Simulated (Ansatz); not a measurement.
# Preparing SiO2 (P3_121) as a host crystal, part 2 of 3

Aim: the runs on the perfect crystal SiO2 (P3_121) that a defect calculation needs first.

Ansatz 0.2.0; plane-wave PAW DFT, r2SCAN; relaxation of the host's cell and atoms; PAW set soft_1 (the session's first sound run).

So far. Step 3 (Dielectric tensors of the host): The principal values of the electronic dielectric tensor are 2.49, 2.49 and 2.52. The principal values of the static dielectric tensor are 4.64, 4.64 and 4.86.

## (5) Self-consistent run

This step: plane-wave PAW DFT, r2SCAN; single point of the defect-free supercell, a test of its k-points; PAW set soft_1 (Ansatz 0.2.0).

System of this step: SiO2 (P3_121). The cell holds 72 atoms: 24 Si and 48 O. Cell: a = 9.842 Å, b = 9.842 Å, c = 10.833 Å, α = 90.0°, β = 90.0°, γ = 120.0°.

pristine.sampling/input.yaml reads:

```yaml
crystal:
  lattice:
    - [9.8422041343, 0.0, 0.0]
    - [-4.9211020672, 8.5235988096, 0.0]
    - [0.0, 0.0, 10.8330695259]
  atoms:
    - { symbol: Si, position: [0.2655143582, 0.2655143582, 0.0] }
    - { symbol: Si, position: [0.0, 0.2344856418, 0.3333333334] }
    - { symbol: Si, position: [0.2344856418, 0.0, 0.1666666666] }
    - { symbol: O, position: [0.1345190254, 0.2066064985, 0.3922921182] }
    - { symbol: O, position: [0.2933935015, 0.4279125269, 0.0589587848] }
    - { symbol: O, position: [0.0720874731, 0.3654809746, 0.2256254514] }
    - { symbol: O, position: [0.2066064985, 0.1345190254, 0.1077078818] }
    - { symbol: O, position: [0.3654809746, 0.0720874731, 0.2743745486] }
    - { symbol: O, position: [0.4279125269, 0.2933935015, 0.4410412152] }
    - { symbol: Si, position: [0.2655143582, 0.2655143582, 0.5] }
    - { symbol: Si, position: [0.0, 0.2344856418, 0.8333333333] }
    - { symbol: Si, position: [0.2344856418, 0.0, 0.6666666666] }
    - { symbol: O, position: [0.1345190254, 0.2066064985, 0.8922921182] }
    - { symbol: O, position: [0.2933935015, 0.4279125269, 0.5589587848] }
    - { symbol: O, position: [0.0720874731, 0.3654809746, 0.7256254514] }
    - { symbol: O, position: [0.2066064985, 0.1345190254, 0.6077078818] }
    - { symbol: O, position: [0.3654809746, 0.0720874731, 0.7743745486] }
    - { symbol: O, position: [0.4279125269, 0.2933935015, 0.9410412152] }
    - { symbol: Si, position: [0.2655143582, 0.7655143582, 0.0] }
    - { symbol: Si, position: [0.0, 0.7344856418, 0.3333333334] }
    - { symbol: Si, position: [0.2344856418, 0.5, 0.1666666666] }
    - { symbol: O, position: [0.1345190254, 0.7066064985, 0.3922921182] }
    - { symbol: O, position: [0.2933935015, 0.9279125269, 0.0589587848] }
    - { symbol: O, position: [0.0720874731, 0.8654809746, 0.2256254514] }
    - { symbol: O, position: [0.2066064985, 0.6345190254, 0.1077078818] }
    - { symbol: O, position: [0.3654809746, 0.5720874731, 0.2743745486] }
    - { symbol: O, position: [0.4279125269, 0.7933935015, 0.4410412152] }
    - { symbol: Si, position: [0.2655143582, 0.7655143582, 0.5] }
    - { symbol: Si, position: [0.0, 0.7344856418, 0.8333333333] }
    - { symbol: Si, position: [0.2344856418, 0.5, 0.6666666666] }
    - { symbol: O, position: [0.1345190254, 0.7066064985, 0.8922921182] }
    - { symbol: O, position: [0.2933935015, 0.9279125269, 0.5589587848] }
    - { symbol: O, position: [0.0720874731, 0.8654809746, 0.7256254514] }
    - { symbol: O, position: [0.2066064985, 0.6345190254, 0.6077078818] }
    - { symbol: O, position: [0.3654809746, 0.5720874731, 0.7743745486] }
    - { symbol: O, position: [0.4279125269, 0.7933935015, 0.9410412152] }
    - { symbol: Si, position: [0.7655143582, 0.2655143582, 0.0] }
    - { symbol: Si, position: [0.5, 0.2344856418, 0.3333333334] }
    - { symbol: Si, position: [0.7344856418, 0.0, 0.1666666666] }
    - { symbol: O, position: [0.6345190254, 0.2066064985, 0.3922921182] }
    - { symbol: O, position: [0.7933935015, 0.4279125269, 0.0589587848] }
    - { symbol: O, position: [0.5720874731, 0.3654809746, 0.2256254514] }
    - { symbol: O, position: [0.7066064985, 0.1345190254, 0.1077078818] }
    - { symbol: O, position: [0.8654809746, 0.0720874731, 0.2743745486] }
    - { symbol: O, position: [0.9279125269, 0.2933935015, 0.4410412152] }
    - { symbol: Si, position: [0.7655143582, 0.2655143582, 0.5] }
    - { symbol: Si, position: [0.5, 0.2344856418, 0.8333333333] }
    - { symbol: Si, position: [0.7344856418, 0.0, 0.6666666666] }
    - { symbol: O, position: [0.6345190254, 0.2066064985, 0.8922921182] }
    - { symbol: O, position: [0.7933935015, 0.4279125269, 0.5589587848] }
    - { symbol: O, position: [0.5720874731, 0.3654809746, 0.7256254514] }
    - { symbol: O, position: [0.7066064985, 0.1345190254, 0.6077078818] }
    - { symbol: O, position: [0.8654809746, 0.0720874731, 0.7743745486] }
    - { symbol: O, position: [0.9279125269, 0.2933935015, 0.9410412152] }
    - { symbol: Si, position: [0.7655143582, 0.7655143582, 0.0] }
    - { symbol: Si, position: [0.5, 0.7344856418, 0.3333333334] }
    - { symbol: Si, position: [0.7344856418, 0.5, 0.1666666666] }
    - { symbol: O, position: [0.6345190254, 0.7066064985, 0.3922921182] }
    - { symbol: O, position: [0.7933935015, 0.9279125269, 0.0589587848] }
    - { symbol: O, position: [0.5720874731, 0.8654809746, 0.2256254514] }
    - { symbol: O, position: [0.7066064985, 0.6345190254, 0.1077078818] }
    - { symbol: O, position: [0.8654809746, 0.5720874731, 0.2743745486] }
    - { symbol: O, position: [0.9279125269, 0.7933935015, 0.4410412152] }
    - { symbol: Si, position: [0.7655143582, 0.7655143582, 0.5] }
    - { symbol: Si, position: [0.5, 0.7344856418, 0.8333333333] }
    - { symbol: Si, position: [0.7344856418, 0.5, 0.6666666666] }
    - { symbol: O, position: [0.6345190254, 0.7066064985, 0.8922921182] }
    - { symbol: O, position: [0.7933935015, 0.9279125269, 0.5589587848] }
    - { symbol: O, position: [0.5720874731, 0.8654809746, 0.7256254514] }
    - { symbol: O, position: [0.7066064985, 0.6345190254, 0.6077078818] }
    - { symbol: O, position: [0.8654809746, 0.5720874731, 0.7743745486] }
    - { symbol: O, position: [0.9279125269, 0.7933935015, 0.9410412152] }
basis:
  ecutwfc: 500
  xc_grid: 2
hamiltonian:
  xc: r2scan
  pseudopotentials: { kind: paw, azcp: { folder: soft_1 } }
kpoints:
  mp_grid: { grid: [1, 1, 1], shift: [0.25, 0.25, 0.25] }
scf:
  occupations: { method: fermi_dirac, width: 0.01 }
  max_iter: 80
```

Launch:

```bash
ansatz run input.yaml --threads 8 --pin off --max-ram 22609MiB --backend cpu --events-out ev --progress --plain --runs-dir out
```

Numbers of over 12 decimals in the logs are rounded to 6 here.

The log of the run:

```text
[...]
Crystal: 72 atoms, lattice volume = 908.797 Å³
Basis set: ecut = 500 eV, 23025 PW (Γ), exchange–correlation on 144×144×160 points (8 copies of the dense FFT grid, shifted against one another)
Bands: 264, of which v1, the nominal top of the filled ones, is band 192 counted from 1 (191 counted from 0)
Symmetry: 8 space group operations
k-points: 1
[...]
SCF iter   1: F=—  HF=-42751.397042 eV  |F-HF|=—  |Δ(HF+E_count)|=         —  Δρ=1.31e-1  dr2=1.41e2  dr2_τ=1.64e1  ethr=3.10e-3  ⟨swp⟩=6.0  Hψ=1179  notcnv=0  defer=30
[...]
SCF iter   9: F=-42722.415429 eV  HF=-42722.415429 eV  |F-HF|=1.07e-8  |Δ(HF+E_count)|=   7.17e-8  Δρ=2.72e-6  dr2=4.63e-8  dr2_τ=2.35e-9  ethr=2.37e-10  ⟨swp⟩=3.0  Hψ=559  notcnv=0
SCF 1 converged in 9 iterations: F = -42722.415429 eV  dr2 = 4.63e-8
[...]
SCF converged after 9 iterations
Free energy (F): -42722.415429 eV
[...]
Internal energy: -42722.415429 eV  (E = F + TS)
E sigma→0 (E₀):  -42722.415429 eV
Fermi energy:    5.703655 eV
[...]
```

It took 10 s on 8 threads of Arm Neoverse V2, shared host; peak memory 2 GiB.

Numbers from this step:

```yaml
energy_over_dense_mesh: -1.79e-4 eV/atom
```

## (6) Defect free supercell relaxed from its symmetric sites

This cell, the one that will hold the defects, is built from the relaxed host. Its coarser k-points can move the atoms a little, so it is relaxed from the symmetric sites, as the reference for the test of stability.

This step: plane-wave PAW DFT, r2SCAN; relaxation of the defect-free supercell from its symmetric sites; PAW set soft_1 (Ansatz 0.2.0).

pristine.symmetric/input.yaml, as its differences from pristine.sampling/input.yaml of step 5:

```diff
@@ -89 +89,12 @@
   max_iter: 80
+output:
+  forces: true
+relax:
+  f_tol: 0.01
+  max_steps: 60
+  escape_saddle: false
+checkpoint:
+  write: "../pristine.symmetric.run"
+  compress: false
+  write_wavefunctions: false
+  write_every: 100000
```

The log of the run:

```text
[...]
Crystal: 72 atoms, lattice volume = 908.797 Å³
Basis set: ecut = 500 eV, 23025 PW (Γ), exchange–correlation on 144×144×160 points (8 copies of the dense FFT grid, shifted against one another)
Bands: 264, of which v1, the nominal top of the filled ones, is band 192 counted from 1 (191 counted from 0)
Symmetry: 8 space group operations
k-points: 1
[...]
SCF iter   1: F=—  HF=-42751.397042 eV  |F-HF|=—  |Δ(HF+E_count)|=         —  Δρ=1.31e-1  dr2=1.41e2  dr2_τ=1.64e1  ethr=3.10e-3  ⟨swp⟩=6.0  Hψ=1179  notcnv=0  defer=30
[...]
SCF iter   8: F=-42722.415428 eV  HF=-42722.415429 eV  |F-HF|=4.70e-7  |Δ(HF+E_count)|=   4.41e-6  Δρ=1.39e-5  dr2=1.29e-6  dr2_τ=5.75e-8  ethr=6.51e-10  ⟨swp⟩=3.0  Hψ=978  notcnv=0
SCF 1 converged in 8 iterations: F = -42722.415428 eV  dr2 = 1.29e-6
[...]
relax step   1: F+E_penalty+E_count = -42722.41542815 eV  Δ(F+E_penalty+E_count) = +0.000e0 eV  max|allowed force component| = 5.775e-3 eV/Å  Δτ_max = 0.0000 Å  (8 SCF iters, dr2 threshold 2.50e-6 eV, accepted)
[...]
SCF iter   3: F=-42722.415429 eV  HF=-42722.415429 eV  |F-HF|=6.21e-8  |Δ(HF+E_count)|=   9.60e-8  Δρ=2.05e-6  dr2=5.56e-8  dr2_τ=1.55e-9  ethr=2.60e-11  ⟨swp⟩=4.0  Hψ=626  notcnv=0
SCF 2 converged in 3 iterations: F = -42722.415429 eV  dr2 = 5.56e-8
relax step   2: F+E_penalty+E_count = -42722.41542870 eV  Δ(F+E_penalty+E_count) = -5.538e-7 eV  max|allowed force component| = 5.827e-3 eV/Å  Δτ_max = 0.0000 Å  (3 SCF iters, accepted)
[...]
SCF iter   2: F=-42722.415429 eV  HF=-42722.415429 eV  |F-HF|=2.80e-8  |Δ(HF+E_count)|=   3.74e-8  Δρ=1.33e-6  dr2=2.48e-8  dr2_τ=5.35e-10  ethr=1.44e-11  ⟨swp⟩=3.0  Hψ=581  notcnv=0
SCF 3 converged in 2 iterations: F = -42722.415429 eV  dr2 = 2.48e-8
SCF converged after 2 iterations
Free energy (F): -42722.415429 eV
[...]
Internal energy: -42722.415429 eV  (E = F + TS)
E sigma→0 (E₀):  -42722.415429 eV
Fermi energy:    5.703646 eV
[...]
--- Forces (eV/Å), atoms counted from 1 ---
  atom   1  Si     0.00134677     0.00193437     0.00000967
  atom   2  Si     0.00185193     0.00170788     0.00181456
  atom   3  Si     0.00013228     0.00238948    -0.00192853
  atom   4  O     -0.00259788    -0.00105305    -0.00574917
  atom   5  O      0.00261662     0.00132058    -0.00170434
  atom   6  O     -0.00000425    -0.00428441    -0.00202659
  atom   7  O      0.00076954    -0.00289261     0.00582734
  atom   8  O     -0.00392564    -0.00172142     0.00181812
  atom   9  O     -0.00026897     0.00246328     0.00193798
  atom  10  Si     0.00134677     0.00193437     0.00000967
  atom  11  Si     0.00185193     0.00170788     0.00181456
  atom  12  Si     0.00013228     0.00238948    -0.00192853
  atom  13  O     -0.00259788    -0.00105305    -0.00574917
  atom  14  O      0.00261662     0.00132058    -0.00170434
  atom  15  O     -0.00000425    -0.00428441    -0.00202659
  atom  16  O      0.00076954    -0.00289261     0.00582734
  atom  17  O     -0.00392564    -0.00172142     0.00181812
  atom  18  O     -0.00026897     0.00246328     0.00193798
  atom  19  Si     0.00134677     0.00193437     0.00000967
  atom  20  Si     0.00185193     0.00170788     0.00181456
  atom  21  Si     0.00013228     0.00238948    -0.00192853
  atom  22  O     -0.00259788    -0.00105305    -0.00574917
  atom  23  O      0.00261662     0.00132058    -0.00170434
  atom  24  O     -0.00000425    -0.00428441    -0.00202659
  atom  25  O      0.00076954    -0.00289261     0.00582734
  atom  26  O     -0.00392564    -0.00172142     0.00181812
  atom  27  O     -0.00026897     0.00246328     0.00193798
  atom  28  Si     0.00134677     0.00193437     0.00000967
  atom  29  Si     0.00185193     0.00170788     0.00181456
  atom  30  Si     0.00013228     0.00238948    -0.00192853
  atom  31  O     -0.00259788    -0.00105305    -0.00574917
  atom  32  O      0.00261662     0.00132058    -0.00170434
  atom  33  O     -0.00000425    -0.00428441    -0.00202659
  atom  34  O      0.00076954    -0.00289261     0.00582734
  atom  35  O     -0.00392564    -0.00172142     0.00181812
  atom  36  O     -0.00026897     0.00246328     0.00193798
  atom  37  Si     0.00134677     0.00193437     0.00000967
  atom  38  Si     0.00185193     0.00170788     0.00181456
  atom  39  Si     0.00013228     0.00238948    -0.00192853
  atom  40  O     -0.00259788    -0.00105305    -0.00574917
[...]
atom  61  O      0.00076954    -0.00289261     0.00582734
  atom  62  O     -0.00392564    -0.00172142     0.00181812
  atom  63  O     -0.00026897     0.00246328     0.00193798
  atom  64  Si     0.00134677     0.00193437     0.00000967
  atom  65  Si     0.00185193     0.00170788     0.00181456
  atom  66  Si     0.00013228     0.00238948    -0.00192853
  atom  67  O     -0.00259788    -0.00105305    -0.00574917
  atom  68  O      0.00261662     0.00132058    -0.00170434
  atom  69  O     -0.00000425    -0.00428441    -0.00202659
  atom  70  O      0.00076954    -0.00289261     0.00582734
  atom  71  O     -0.00392564    -0.00172142     0.00181812
  atom  72  O     -0.00026897     0.00246328     0.00193798
  max |Σ_I F_I| component: 1.09e-3 eV/Å
--- Relaxed structure (2 steps of the walk, 2 accepted, 0 SCFs on fresh bases) ---
  F+E_penalty+E_count = -42722.41542870 eV   max|allowed force component| = 5.827e-3 eV/Å
  atoms:
    - { symbol: Si, position: [0.2655143582, 0.265514, 4.1376367353436905e-17] }
    - { symbol: Si, position: [1.3877787807814457e-17, 0.2344856418, 0.333333] }
    - { symbol: Si, position: [0.234486, 0, 0.166667] }
    - { symbol: O, position: [0.1345190254, 0.206606, 0.392292] }
    - { symbol: O, position: [0.293394, 0.427913, 0.058959] }
    - { symbol: O, position: [0.072087, 0.3654809746, 0.225625] }
    - { symbol: O, position: [0.2066064985, 0.1345190254, 0.107708] }
    - { symbol: O, position: [0.3654809746, 0.0720874731, 0.274375] }
    - { symbol: O, position: [0.427913, 0.2933935015, 0.441041] }
    - { symbol: Si, position: [0.2655143582, 0.265514, 0.5] }
    - { symbol: Si, position: [1.3877787807814457e-17, 0.2344856418, 0.833333] }
    - { symbol: Si, position: [0.234486, 0, 0.666667] }
    - { symbol: O, position: [0.1345190254, 0.206606, 0.892292] }
    - { symbol: O, position: [0.293394, 0.427913, 0.558959] }
    - { symbol: O, position: [0.072087, 0.3654809746, 0.725625] }
    - { symbol: O, position: [0.2066064985, 0.1345190254, 0.607708] }
    - { symbol: O, position: [0.3654809746, 0.0720874731, 0.774375] }
    - { symbol: O, position: [0.427913, 0.2933935015, 0.941041] }
    - { symbol: Si, position: [0.265514, 0.765514, 4.1376367353436905e-17] }
    - { symbol: Si, position: [-5.551115123125783e-17, 0.7344856418, 0.333333] }
    - { symbol: Si, position: [0.234486, 0.5, 0.166667] }
    - { symbol: O, position: [0.1345190254, 0.7066064985, 0.392292] }
    - { symbol: O, position: [0.293394, 0.927913, 0.058959] }
    - { symbol: O, position: [0.072087, 0.865481, 0.225625] }
    - { symbol: O, position: [0.206606, 0.634519, 0.107708] }
    - { symbol: O, position: [0.365481, 0.5720874731, 0.274375] }
    - { symbol: O, position: [0.427913, 0.7933935015, 0.441041] }
    - { symbol: Si, position: [0.265514, 0.765514, 0.5] }
    - { symbol: Si, position: [-5.551115123125783e-17, 0.7344856418, 0.833333] }
    - { symbol: Si, position: [0.234486, 0.5, 0.666667] }
    - { symbol: O, position: [0.1345190254, 0.7066064985, 0.892292] }
    - { symbol: O, position: [0.293394, 0.927913, 0.558959] }
    - { symbol: O, position: [0.072087, 0.865481, 0.725625] }
    - { symbol: O, position: [0.206606, 0.634519, 0.607708] }
    - { symbol: O, position: [0.365481, 0.5720874731, 0.774375] }
    - { symbol: O, position: [0.427913, 0.7933935015, 0.941041] }
    - { symbol: Si, position: [0.7655143582, 0.265514, 4.1376367353436905e-17] }
    - { symbol: Si, position: [0.5, 0.234486, 0.333333] }
    - { symbol: Si, position: [0.734486, 0.0, 0.166667] }
    - { symbol: O, position: [0.6345190254, 0.2066064985, 0.392292] }
    - { symbol: O, position: [0.793394, 0.427913, 0.058959] }
    - { symbol: O, position: [0.5720874731, 0.3654809746, 0.225625] }
    - { symbol: O, position: [0.706606, 0.1345190254, 0.107708] }
    - { symbol: O, position: [0.8654809746, 0.0720874731, 0.274375] }
    - { symbol: O, position: [0.9279125269, 0.293394, 0.441041] }
    - { symbol: Si, position: [0.7655143582, 0.265514, 0.5] }
    - { symbol: Si, position: [0.5, 0.234486, 0.833333] }
    - { symbol: Si, position: [0.734486, 0.0, 0.666667] }
    - { symbol: O, position: [0.6345190254, 0.2066064985, 0.892292] }
    - { symbol: O, position: [0.793394, 0.427913, 0.558959] }
    - { symbol: O, position: [0.5720874731, 0.3654809746, 0.725625] }
    - { symbol: O, position: [0.706606, 0.1345190254, 0.607708] }
    - { symbol: O, position: [0.8654809746, 0.0720874731, 0.774375] }
    - { symbol: O, position: [0.9279125269, 0.293394, 0.941041] }
    - { symbol: Si, position: [0.765514, 0.765514, 4.1376367353436905e-17] }
    - { symbol: Si, position: [0.5, 0.7344856418, 0.333333] }
    - { symbol: Si, position: [0.734486, 0.500000, 0.166667] }
    - { symbol: O, position: [0.634519, 0.7066064985, 0.392292] }
    - { symbol: O, position: [0.793394, 0.9279125269, 0.058959] }
    - { symbol: O, position: [0.5720874731, 0.8654809746, 0.225625] }
    - { symbol: O, position: [0.7066064985, 0.6345190254, 0.107708] }
    - { symbol: O, position: [0.865481, 0.5720874731, 0.274375] }
    - { symbol: O, position: [0.927913, 0.7933935015, 0.441041] }
    - { symbol: Si, position: [0.765514, 0.765514, 0.5] }
    - { symbol: Si, position: [0.5, 0.7344856418, 0.833333] }
    - { symbol: Si, position: [0.734486, 0.500000, 0.666667] }
    - { symbol: O, position: [0.634519, 0.7066064985, 0.892292] }
    - { symbol: O, position: [0.793394, 0.9279125269, 0.558959] }
    - { symbol: O, position: [0.5720874731, 0.8654809746, 0.725625] }
    - { symbol: O, position: [0.7066064985, 0.6345190254, 0.607708] }
    - { symbol: O, position: [0.865481, 0.5720874731, 0.774375] }
    - { symbol: O, position: [0.927913, 0.7933935015, 0.941041] }
```

The job ended after 20 s (8 threads; peak memory 2 GiB).

Hardly anything moved in the relaxation; the energy changed by under 0.2 meV an atom.

[end of part 2 of 3]

[Logs are printed without paths, hosts, clocks, repeated set-up lines and the standing remarks that a program may print on its own settings, such as how far it seeks lower states.]

[Hosts, paths, dates, database ids (printed as entryN), source tags and the programs' standing remarks are cut or masked in the printed files.]

[Runs of the host that timed out are not shown.]

[For some hosts the program warned that the k-mesh of the response run may be too coarse for force constants and the static dielectric constant; such warnings are not always shown.]
